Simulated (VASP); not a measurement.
# InAs (F-43m) in VASP: further runs

The runs below take InAs through single point, with r2SCAN50, LDA, PBE.

Program: VASP 6.6.1. These are calculated values, not measurements. Logs are shortened: lines on timing, memory, paths and dates and some standing lists are left out, and cuts for length are marked.

**Measured values to compare with.**

From a printed reference work, data compilation, for a bulk crystal of InAs at 4.2 K: band gap 0.418 eV (direct).

The results are compared with them further down.

## 1. The cell of the first run

It takes space group F-43m (No. 216, cubic). The conventional cell has a = 5.995 Å, b = 5.995 Å, c = 5.995 Å, α = 90.00°, β = 90.00°, γ = 90.00°. In (site symmetry -43m) has 4 As at 2.60 Å within 3.4 Å. Within 3.4 Å of As (site symmetry -43m) lie 4 In at 2.60 Å.

## 2. Single point, r2SCAN50

The input, POSCAR:

```
InAs
1.0
    0.0000000000      2.9977443561      2.9977443561
    2.9977443561      0.0000000000      2.9977443561
    2.9977443561      2.9977443561      0.0000000000
In As
1 1
Direct
    0.0000000000      0.0000000000      0.0000000000
    0.7500000000      0.7500000000      0.7500000000
```

The input, INCAR.step1:

```
SYSTEM = InAs
ALGO = Normal
EDIFF = 1E-5
ENCUT = 520
GGA = PE
ISIF = 2
ISMEAR = -1
LASPH = .True.
LREAL = .False.
LWAVE = .True.
NBANDS = 16
NELM = 100
PREC = Accurate
SIGMA = 0.05
```

The input, INCAR.step2:

```
SYSTEM = InAs
AEXX = 0.5
ALGO = Normal
EDIFF = 1E-6
ENCUT = 520
ISIF = 2
ISMEAR = -1
ISTART = 1
LASPH = .True.
LCHARG = .True.
LELF = .True.
LHFCALC = .True.
LMIXTAU = .True.
LREAL = .False.
LVHAR = .True.
LWAVE = .False.
METAGGA = R2SCAN
NBANDS = 16
NELM = 100
PREC = Accurate
PRECFOCK = Normal
SIGMA = 0.05
```

The input, KPOINTS:

```
k-points
0
Gamma
  4 4 4
  0 0 0
```

Potentials or basis: VASP PAW PBE potentials, release 64 (In_d, As).

Started as:

```bash
> cat potpaw_PBE.64/In_d/POTCAR potpaw_PBE.64/As/POTCAR > POTCAR
> cp INCAR.step1 INCAR
> mpirun -np 1 vasp_std > vasp.out
> cp INCAR.step2 INCAR
> mpirun -np 1 vasp_std > vasp.out
```

OUTCAR:

```text
SYSTEM = InAs
   AEXX = 0.5
   EDIFF = 1E-6
   ENCUT = 520
   ISIF = 2
   ISMEAR = -1
   ISTART = 1
   LASPH = .True.
   LHFCALC = .True.
   LREAL = .False.
   METAGGA = R2SCAN
   NELM = 100
   PREC = Accurate
   PRECFOCK = Normal

 ion  position               nearest neighbor table
   1  0.000  0.000  0.000-   2 2.60   2 2.60   2 2.60   2 2.60
   2  0.750  0.750  0.750-   1 2.60   1 2.60   1 2.60   1 2.60

  LATTYP: Found a face centered cubic cell.
 ALAT       =     5.9954887122

  Lattice vectors:

 A1 = (   0.0000000000,   2.9977443561,   2.9977443561)
 A2 = (   2.9977443561,   0.0000000000,   2.9977443561)
 A3 = (   2.9977443561,   2.9977443561,   0.0000000000)

Analysis of symmetry for initial positions (statically):
=====================================================================
 Subroutine PRICEL returns:
 Original cell was already a primitive cell.

 Routine SETGRP: Setting up the symmetry group for a
 face centered cubic supercell.

 Subroutine GETGRP returns: Found 24 space group operations
 (whereof 24 operations were pure point group operations)
 out of a pool of 48 trial point group operations.

The static configuration has the point symmetry T_d .

Analysis of symmetry for dynamics (positions and initial velocities):
=====================================================================
 Subroutine PRICEL returns:
 Original cell was already a primitive cell.

 Routine SETGRP: Setting up the symmetry group for a
 face centered cubic supercell.

 Subroutine GETGRP returns: Found 24 space group operations
 (whereof 24 operations were pure point group operations)
 out of a pool of 48 trial point group operations.

The dynamic configuration has the point symmetry T_d .

 Subroutine INISYM returns: Found 24 space group operations
 (whereof 24 operations are pure point group operations),
 and found     1 'primitive' translations

----------------------------------------------------------------------------------------

                                     Primitive cell

  volume of cell :      53.8783

  direct lattice vectors                    reciprocal lattice vectors
     0.000000000  2.997744356  2.997744356    -0.166792075  0.166792075  0.166792075
     2.997744356  0.000000000  2.997744356     0.166792075 -0.166792075  0.166792075
     2.997744356  2.997744356  0.000000000     0.166792075  0.166792075 -0.166792075

  length of vectors
     4.239450725  4.239450725  4.239450725     0.288892347  0.288892347  0.288892347

  position of ions in fractional coordinates (direct lattice)
     0.000000000  0.000000000  0.000000000
     0.750000000  0.750000000  0.750000000

  ion indices of the primitive-cell ions
   primitive index   ion index
                 1           1
                 2           2

----------------------------------------------------------------------------------------

 KPOINTS: k-points

Automatic generation of k-mesh.
 Grid dimensions read from file:
 generate k-points for:    4    4    4

 Generating k-lattice:

  Cartesian coordinates                     Fractional coordinates (reciprocal lattice)
    -0.041698019  0.041698019  0.041698019     0.250000000  0.000000000  0.000000000
     0.041698019 -0.041698019  0.041698019     0.000000000  0.250000000  0.000000000
     0.041698019  0.041698019 -0.041698019     0.000000000  0.000000000  0.250000000

  Length of vectors
     0.072223087  0.072223087  0.072223087

  Shift w.r.t. Gamma in fractional coordinates (k-lattice)
     0.000000000  0.000000000  0.000000000

 Subroutine IBZKPT returns following result:
 ===========================================

 Found      8 irreducible k-points:

 Following reciprocal coordinates:
            Coordinates               Weight
  0.000000  0.000000  0.000000      1.000000
  0.250000  0.000000  0.000000      8.000000
  0.500000  0.000000  0.000000      4.000000
  0.250000  0.250000  0.000000      6.000000
  0.500000  0.250000  0.000000     24.000000
 -0.250000  0.250000  0.000000     12.000000
  0.500000  0.500000  0.000000      3.000000
 -0.250000  0.500000  0.250000      6.000000
   k-points           NKPTS =      8   k-points in BZ     NKDIM =     64   number of bands    NBANDS=     16
   number of dos      NEDOS =    301   number of ions     NIONS =      2
   total plane-waves  NPLWV =  32768
   dimension x,y,z NGX =    32 NGY =   32 NGZ =   32
   dimension x,y,z NGXF=    64 NGYF=   64 NGZF=   64
   ions per type =               1   1
   NGX,Y,Z   is equivalent  to a cutoff of  12.55, 12.55, 12.55 a.u.
   NGXF,Y,Z  is equivalent  to a cutoff of  25.10, 25.10, 25.10 a.u.
 SYSTEM =  InAs
   PREC   = accura    normal or accurate (medium, high low for compatibility)
   ISTART =      1    job   : 0-new  1-cont  2-samecut
   ICHARG =      0    charge: 1-file 2-atom 10-const
   ISPIN  =      1    spin polarized calculation?
   LNONCOLLINEAR =      F non collinear calculations
   LSORBIT =      F    spin-orbit coupling
   LASPH  =      T    aspherical Exc in radial PAW
   ENCUT  =  520.0 eV  38.22 Ry    6.18 a.u.   7.88  7.88  7.88*2*pi/ulx,y,z
   NELM   =    100;   NELMIN=  2; NELMDL=  0     # of ELM steps
   EDIFF  = 0.1E-05   stopping-criterion for ELM
   LREAL  =      F    real-space projection
   EDIFFG = 0.1E-04   stopping-criterion for IOM
   NSW    =      0    number of steps for IOM
   IBRION =     -1    ionic relax: 0-MD 1-quasi-New 2-CG
   NFREE  =      0    steps in history (QN), initial steepest desc. (CG)
   ISIF   =      2    stress and relaxation
   ISYM   =      3    0-nonsym 1-usesym 2-fastsym
   POTIM  = 0.5000    time-step for ionic-motion
   TEBEG  =    0.0;   TEEND  =   0.0 temperature during run
   PSTRESS=    0.0 pullay stress
   NELECT =      18.0000    total number of electrons
   NUPDOWN=      -1.0000    fix difference up-down
   EMIN   =  10.00;   EMAX   =-10.00  energy-range for DOS
   EFERMI =   0.00;   METHOD = LEGACY
   ISMEAR =    -1;   SIGMA  =   0.05  broadening in eV -4-tet -1-fermi 0-gaus
   EFERMI_NEDOS =   21; number of points for ismear=-14 and -15
   IALGO  =     38    algorithm
   IMIX   =      1    mixing-type and parameters
     AMIX     =   0.40;   BMIX     =  1.00
     AMIX_MAG =   1.60;   BMIX_MAG =  1.00
  volume/ion in A,a.u.               =      26.94       181.79
  Fermi-wavevector in a.u.,A,eV,Ry     =   1.135955  2.146643 17.556869  1.290393
  Thomas-Fermi vector in A             =   2.272660
   LORBIT       =      0    0 simple, 1 ext, 2 COOP (PROOUT), +10 PAW based schemes
   METAGGA = R2SCAN    functional components
   LHFCALC =     T    Hartree Fock is set to
   PRECFOCK=normal    Normal, Fast or Accurate (Low or Medium for compatibility)
   ENCUT4O =  -1.0   cutoff for four orbital integrals eV
   NKREDX  =     1    reduce k-point grid by
   NKREDY  =     1    reduce k-point grid by
   NKREDZ  =     1    reduce k-point grid by
   AEXX    =    0.5000 exact exchange contribution
   HFSCREEN=    0.0000 screening length (either q_TF or 0.3 A-1)
   HFSCREENC=   0.0000 screening length for correlation (either q_TF or 0.3 A-1)
   ENCUTFOCK=  -1.0 apply spherical cutoff to Coloumb kernel
   IVDW    =     0    specifies the selected vdW correction
   LEPSILON=     F    determine dielectric tensor
   LRPA    =     F    only Hartree local field effects (RPA)
 non-spin polarized calculation
  energy-cutoff  :      520.00
  volume of cell :       53.88
 maximum number of plane-waves:      1475
  NGX = 24; NGY = 24; NGZ = 24

 number of electron      17.9999998 magnetization

 Free energy of the ion-electron system (eV)
  ---------------------------------------------------
  ext. energy  EPLUGINS =         0.00000000
  ---------------------------------------------------
  free energy    TOTEN  =       -28.22362339 eV

  energy without entropy =      -28.22362339  energy(sigma->0) =      -28.22362339

 E-fermi :   4.1849     XC(G=0):  -5.5143

 val. band max:        3.1176974693   @ k =   0.0000   0.0000   0.0000
 cond. band min:       6.1717712008   @ k =   0.0000   0.0000   0.0000
 fundamental gap:      3.0540737315
 Fermi energy:         4.1848937827

 k-point     1 :       0.0000    0.0000    0.0000
  band No.  band energies     occupation
      1     -15.0494      2.00000
      2     -15.0494      2.00000
      3     -15.0494      2.00000
      4     -14.8879      2.00000
      5     -14.8879      2.00000
      6     -11.4995      2.00000
[... 8 lines left out ...]
     15      16.4426      0.00000
     16      16.4426      0.00000

 k-point     2 :       0.2500    0.0000    0.0000
  band No.  band energies     occupation
      1     -15.1106      2.00000
      2     -15.0282      2.00000
      3     -15.0282      2.00000
      4     -14.8873      2.00000
      5     -14.8873      2.00000
      6     -10.7463      2.00000
[... 8 lines left out ...]
     15      15.1505      0.00000
     16      15.1505      0.00000

 k-point     3 :       0.5000    0.0000    0.0000
  band No.  band energies     occupation
      1     -15.1668      2.00000
      2     -15.0119      2.00000
      3     -15.0119      2.00000
      4     -14.8815      2.00000
      5     -14.8815      2.00000
      6      -9.6340      2.00000
[... 8 lines left out ...]
     15      17.8656      0.00000
     16      17.8656      0.00000

 k-point     4 :       0.2500    0.2500    0.0000
  band No.  band energies     occupation
      1     -15.1494      2.00000
      2     -15.0041      2.00000
      3     -15.0041      2.00000
      4     -14.9072      2.00000
      5     -14.8766      2.00000
      6     -10.4941      2.00000
[... 8 lines left out ...]
     15      17.2090      0.00000
     16      18.2041      0.00000

 k-point     5 :       0.5000    0.2500    0.0000
  band No.  band energies     occupation
      1     -15.1935      2.00000
      2     -14.9908      2.00000
      3     -14.9827      2.00000
      4     -14.9064      2.00000
      5     -14.8754      2.00000
      6      -9.3415      2.00000
[... 8 lines left out ...]
     15      18.1304      0.00000
     16      18.5267      0.00000

 k-point     6 :      -0.2500    0.2500    0.0000
  band No.  band energies     occupation
      1     -15.1659      2.00000
      2     -15.0037      2.00000
      3     -15.0025      2.00000
      4     -14.8909      2.00000
      5     -14.8869      2.00000
      6      -9.7505      2.00000
[... 8 lines left out ...]
     15      16.8822      0.00000
     16      18.6426      0.00000

 k-point     7 :       0.5000    0.5000    0.0000
  band No.  band energies     occupation
      1     -15.2323      2.00000
      2     -14.9568      2.00000
      3     -14.9568      2.00000
      4     -14.9308      2.00000
      5     -14.8650      2.00000
      6      -8.9282      2.00000
[... 8 lines left out ...]
     15      18.5520      0.00000
     16      19.2970      0.00000

 k-point     8 :      -0.2500    0.5000    0.2500
  band No.  band energies     occupation
      1     -15.2065      2.00000
      2     -14.9906      2.00000
      3     -14.9634      2.00000
      4     -14.9070      2.00000
      5     -14.8802      2.00000
      6      -8.8647      2.00000
[... 8 lines left out ...]
     15      18.8892      0.00000
     16      18.9713      0.00000

------------------------ aborting loop because EDIFF is reached ----------------------------------------

  FORCE on cell =-STRESS in cart. coord.  units (eV):
  Direction    XX          YY          ZZ          XY          YZ          ZX
  --------------------------------------------------------------------------------------
  -------------------------------------------------------------------------------------
  Total        0.2715913      0.2715913      0.2715913      0.0000000      0.0000000      0.0000000
  in kB        8.0763051      8.0763051      8.0763051      0.0000000      0.0000000      0.0000000
  external PRESSURE =       8.0763051 kB  Pullay stress =       0.0000000 kB

 VOLUME and BASIS-vectors are now :
 -----------------------------------------------------------------------------
  energy-cutoff  :      520.00
  volume of cell :       53.88
      direct lattice vectors                 reciprocal lattice vectors
     0.000000000  2.997744356  2.997744356    -0.166792075  0.166792075  0.166792075
     2.997744356  0.000000000  2.997744356     0.166792075 -0.166792075  0.166792075
     2.997744356  2.997744356  0.000000000     0.166792075  0.166792075 -0.166792075

 POSITION                                       TOTAL-FORCE (eV/Angst)
 -----------------------------------------------------------------------------------
      0.00000      0.00000      0.00000        -0.000000     -0.000000     -0.000000
      4.49662      4.49662      4.49662         0.000000      0.000000      0.000000
 -----------------------------------------------------------------------------------
    total drift:                               -0.000023     -0.000031     -0.000018

  FREE ENERGIE OF THE ION-ELECTRON SYSTEM (eV)
  ---------------------------------------------------
  free  energy   TOTEN  =       -28.2236233893 eV

  energy  without entropy=      -28.2236233892  energy(sigma->0) =      -28.22362339
```

Wall time 8.2 min (1 thread of Intel Xeon Platinum 8259CL at 2.50GHz (Skylake/Cascade Lake), shared host); peak memory 0.19 GiB.

Results:

```yaml
Free_energy: -28.2236 eV
Pressure: 0.8 GPa
Band_gap_on_the_k_mesh: 3.05 eV
```

Caveat: the k points lie up to 0.45 Å⁻¹ apart; the PAW data sets were made with another functional, which shifts forces and pressure a little; spin-orbit coupling is left out, which moves the levels of the heavy elements.

(Continued in part 2 of 2.)
